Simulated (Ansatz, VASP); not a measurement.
**CuO: VASP beside Ansatz**

INCAR

```
  PREC = Accurate
  ENCUT = 400
  EDIFF = 1E-6
  ISMEAR = -1
  SIGMA = 0.05
  LREAL = False
  LASPH = True
  NELM = 100
  ALGO = Normal
  ISIF = 2
  LWAVE = False
  LCHARG = False
  LMAXMIX = 4
  GGA = PE
  NBANDS = 16
```

Contents of KPOINTS:

```
regular mesh
0
Gamma
  11 11 10
```

The input POSCAR:

```
CuO
1.0
    2.8363251100      0.0000000000      0.0000000000
   -1.4181625500      2.4563296000      0.0000000000
    0.0000000000      0.0000000000      2.7681127800
Cu O
1 1
Direct
    0.0000000000      0.0000000000      0.0000000000
    0.6666666667      0.3333333333      0.5000000000
```

The input KPOINTS_OPT:

```
path GMKGALHA,LM,KH
15
line-mode
reciprocal
 0.0000000000  0.0000000000  0.0000000000  G
 0.5000000000  0.0000000000  0.0000000000  M

 0.5000000000  0.0000000000  0.0000000000  M
 0.3333333333  0.3333333333  0.0000000000  K

 0.3333333333  0.3333333333  0.0000000000  K
 0.0000000000  0.0000000000  0.0000000000  G

 0.0000000000  0.0000000000  0.0000000000  G
 0.0000000000  0.0000000000  0.5000000000  A

 0.0000000000  0.0000000000  0.5000000000  A
 0.5000000000  0.0000000000  0.5000000000  L

 0.5000000000  0.0000000000  0.5000000000  L
 0.3333333333  0.3333333333  0.5000000000  H

 0.3333333333  0.3333333333  0.5000000000  H
 0.0000000000  0.0000000000  0.5000000000  A

 0.5000000000  0.0000000000  0.5000000000  L
 0.5000000000  0.0000000000  0.0000000000  M

 0.3333333333  0.3333333333  0.0000000000  K
 0.3333333333  0.3333333333  0.5000000000  H
```

Contents of input.yaml:

```yaml
crystal:
  lattice:
    - [2.83632511, 0.0, 0.0]
    - [-1.41816255, 2.4563296, 0.0]
    - [0.0, 0.0, 2.76811278]
  atoms:
    - { symbol: Cu, position: [0.0, 0.0, 0.0] }
    - { symbol: O, position: [0.6666666667, 0.3333333333, 0.5] }
hamiltonian:
  xc: pbe
  pseudopotentials: { kind: paw }
kpoints:
  mp_grid: { grid: [11, 11, 10] }
  band_path:
    path:
      - [[0.0, 0.0, 0.0], [0.5, 0.0, 0.0], [0.3333333333, 0.3333333333, 0.0], [0.0, 0.0, 0.0], [0.0, 0.0, 0.5], [0.5, 0.0, 0.5], [0.3333333333, 0.3333333333, 0.5], [0.0, 0.0, 0.5]]
      - [[0.5, 0.0, 0.5], [0.5, 0.0, 0.0]]
      - [[0.3333333333, 0.3333333333, 0.0], [0.3333333333, 0.3333333333, 0.5]]
    npoints: 14
scf:
  occupations: { method: fermi_dirac, width: 0.05 }
  n_extra_bands: 6
output:
  forces: true
  stress: true
  eigenvalues: true
  fatbands: false
  write_density: true
  write_potential: true
  elf: true
  volumetric_format: npy
```

Measurements of this composition are mostly on another form, of space group No. 15.

Alike in both runs: task band structure; functional PBE; k mesh 11 × 11 × 10; occupations fermi-dirac, width 0.05 eV; no spin polarisation.

```csv
,VASP,Ansatz
version,VASP 6.6.1,Ansatz 0.2.0
potentials or method,"VASP PAW PBE potentials, release 64 (Cu, O_s)",Ansatz PAW
plane-wave cutoff (eV),400,420
valence electrons in the cell,17,25
```

|  | VASP | Ansatz | Ansatz less VASP |
| --- | --- | --- | --- |
| gap on the k mesh at the Fermi level (eV) | none | none | - |
| pressure (GPa) | -0.8 | -0.5 | +0.32 |
| largest component of the traceless stress (GPa) | 6.87 | 6.86 | -0.013 |

A gap of «none» marks a metal or a gap that the smearing closes. The two sets of potentials don't hold the same shells in valence.

Caveats: an odd number of electrons without spin polarisation forces a metal; a magnetic or distorted state may lie lower; the run has no spin polarisation, though such a crystal can be magnetic; semilocal functionals often make such compounds metallic where correlation or magnetic order opens a gap, which also shifts bond lengths; the pressure holds a Pulay correction of +0.7 GPa for the finite cutoff (Ansatz).
